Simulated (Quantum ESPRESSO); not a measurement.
The system is ZrSe2.

```
CELL_PARAMETERS angstrom
3.79800 0.00000 0.00000
-1.89900 3.28916 0.00000
0.00000 0.00000 6.19200
ATOMIC_POSITIONS crystal
Zr 0.00000 0.00000 0.00000
Se 0.66667 0.33333 0.75000
Se 0.33333 0.66667 0.25000
```

Base run:

```yaml
Program: Quantum ESPRESSO 7.5
Functional: PBEsol
Potentials_or_basis: SSSP 1.3 efficiency PBE
Cutoff: 748 eV
Density_cutoff: 5987 eV
k_mesh: 8 × 8 × 5
Occupations: fermi-dirac, width 0.05 eV
Spin: no spin polarisation
Hubbard_terms: Zr d U = 8 eV
```

Its results: band gap on the k mesh 2.18 eV, indirect (least direct gap 2.72 eV); pressure 6.9 GPa; largest force 0.759 eV/Å.

Question: After a change of settings the same cell gave: band gap on the k mesh 1.03 eV, indirect (least direct gap 1.72 eV); pressure 2.5 GPa; largest force 0.392 eV/Å. Which change was it?
A. hubbard terms from Zr d U = 8 eV to Zr d U = 4 eV
B. hubbard terms from Zr d U = 8 eV to Zr d U = 6 eV
C. hubbard terms from Zr d U = 8 eV to none

Answer: A.

Caveats: the potentials were made for another functional, which shifts forces and pressure; an odd mesh through Γ misses points on the zone boundary, where band edges often lie; this functional lacks dispersion, which binds the layers, so the pressure and a relaxed spacing across them are unreliable.

Runs at the PBE level aren't shown here.
